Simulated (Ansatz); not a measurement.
# What went wrong? random wurtzite alloy of AlN and GaN (72 atoms)

Program: Ansatz 0.2.0. The cell: 32 Al, 36 N and 4 Ga.

Contents of input.yaml:

```yaml
crystal:
  lattice:
    - [9.3618, 0.0, 0.0]
    - [-4.6809, 8.10756, 0.0]
    - [0.0, 0.0, 10.0092]
  atoms:
    - { symbol: Al, position: [0.00177, 0.00213, 0.00108] }
    - { symbol: "N", position: [0.11097, 0.22513, 0.05968] }
    - { symbol: Al, position: [0.11106, 0.22216, 0.24809] }
    - { symbol: "N", position: [0.99673, 0.00159, 0.30812] }
    - { symbol: Al, position: [0.00145, 0.00162, 0.49911] }
    - { symbol: "N", position: [0.10948, 0.22447, 0.5597] }
    - { symbol: Al, position: [0.11061, 0.22398, 0.74719] }
    - { symbol: "N", position: [0.00302, 0.00476, 0.80833] }
    - { symbol: Al, position: [0.99934, 0.33641, 0.00045] }
    - { symbol: "N", position: [0.10472, 0.55225, 0.05949] }
    - { symbol: Al, position: [0.1087, 0.55463, 0.24848] }
    - { symbol: "N", position: [0.9988, 0.33458, 0.31005] }
    - { symbol: Ga, position: [0.00177, 0.33781, 0.49639] }
    - { symbol: "N", position: [0.11027, 0.55477, 0.56044] }
    - { symbol: Al, position: [0.10676, 0.55209, 0.74992] }
    - { symbol: "N", position: [0.99953, 0.33499, 0.80857] }
    - { symbol: Al, position: [0.99623, 0.66496, 0.9973] }
    - { symbol: "N", position: [0.11083, 0.88757, 0.05756] }
    [... 48 atom lines left out ...]
    - { symbol: Ga, position: [0.77631, 0.88643, 0.24941] }
    - { symbol: "N", position: [0.66816, 0.66563, 0.30907] }
    - { symbol: Al, position: [0.66676, 0.66085, 0.50291] }
    - { symbol: "N", position: [0.78009, 0.88808, 0.55549] }
    - { symbol: Al, position: [0.77718, 0.88966, 0.74872] }
    - { symbol: "N", position: [0.66418, 0.66568, 0.80934] }
kpoints:
  mp_grid: { grid: [1, 1, 1] }
hamiltonian:
  xc: pbe
scf:
  occupations: { method: fixed }
  eigensolver: { kind: { support_functions: { accuracy: medium, radius: 2.94 } } }
  max_iter: 150
output:
  forces: true
  eigenvalues: true
```

Started as:

```sh
$ ansatz run input.yaml --threads 4 --pin off --max-ram 8192MiB --backend cpu --events-out ev --progress --plain --runs-dir out
```

Standard output:

```text
Warning: scf.eigensolver.kind.support_functions: disabling space-group detection — the functions' gradient is summed over unrotated k-points, so no spatial operation reduces the k-mesh or symmetrises the density; time reversal is kept, so that k and −k are solved as one point where they differ and the mesh holds both, and exact exchange and, on two spinor components, a DFT+U term hold to it where the run has them: [...]
settings of this run that can trade accuracy for cost: scf.eigensolver.kind.support_functions [...]
Engine: ansatz 0.2.0, aarch64-unknown-linux-gnu
Pseudopotentials: kind: paw
Pseudopotential: Al, paw, valence charge 3, recommended cutoff 420 eV (normal), Al.paw.azcp
Pseudopotential: N, paw, valence charge 5, recommended cutoff 420 eV (normal), N.paw.azcp
Pseudopotential: Ga, paw, valence charge 13, recommended cutoff 420 eV (normal), Ga.paw.azcp
[... 5 lines on functional and potentials left out ...]
Error: SCF: the radius of support functions is under 3.29 Å, the least for these sites at the functions' level (scf.eigensolver.kind.support_functions.accuracy). Use scf.eigensolver.kind: auto, or type scf.eigensolver.kind.support_functions.radius at least as long, [...]
```

Wall time 2.1 s (4 threads of Arm Neoverse V1, shared host); peak memory 0.24 GiB.

What is at fault here, and what would mend it?

A radius under the least that the level allows: support_functions.radius = 2.94.

The fix is to use a longer radius.

The run ended with an error.

[Long decimals in the printed logs are rounded to 6 places.]

[Logs are printed without paths, hosts, clocks, repeated set-up lines and the standing remarks that a program may print on its own settings, such as how far it seeks lower states.]

[Hosts, paths, dates, database ids (printed as entryN), source tags and the programs' standing remarks are cut or masked in the printed files.]
